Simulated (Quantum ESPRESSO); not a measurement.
The system is TaN.

```xyz
2
Lattice="0.0000 2.2113 2.2113 2.2113 0.0000 2.2113 2.2113 2.2113 0.0000" Properties=species:S:1:pos:R:3 pbc="T T T"
Ta    2.2113    2.2113    2.2113
N     0.0000    0.0000    0.0000
```

The cell comes from a database or a generator and needn't be the stable form of this composition.

- Program: Quantum ESPRESSO 7.5
- Task: phonons
- Functional: vdW-DF-cx
- Potentials or basis: GBRV 1.5 PBE
- Cutoff: 762 eV
- Density cutoff: 6095 eV
- k mesh: 10 × 10 × 10
- Occupations: cold, width 0.2 eV
- Spin: no spin polarisation
- Mixing beta: 0.5
- Most SCF iterations: 120
- SCF threshold: 4e-10 Ry

The cell and the atoms were relaxed first, to 10.54 Å³/atom (a = 3.100 Å, b = 3.100 Å, c = 3.100 Å, α = 60.00°, β = 60.00°, γ = 60.00°), and the response was taken there.

What is the highest optical frequency at the zone centre?

409 cm⁻¹, a mode of symmetry T1u (IR).

Optical modes at Γ, degenerate ones joined:
| cm⁻¹ | components | symmetry | active in |
| --- | --- | --- | --- |
| 409 | 3 | T1u | IR |

Caveat: the potentials were made for another functional, which shifts forces and pressure.
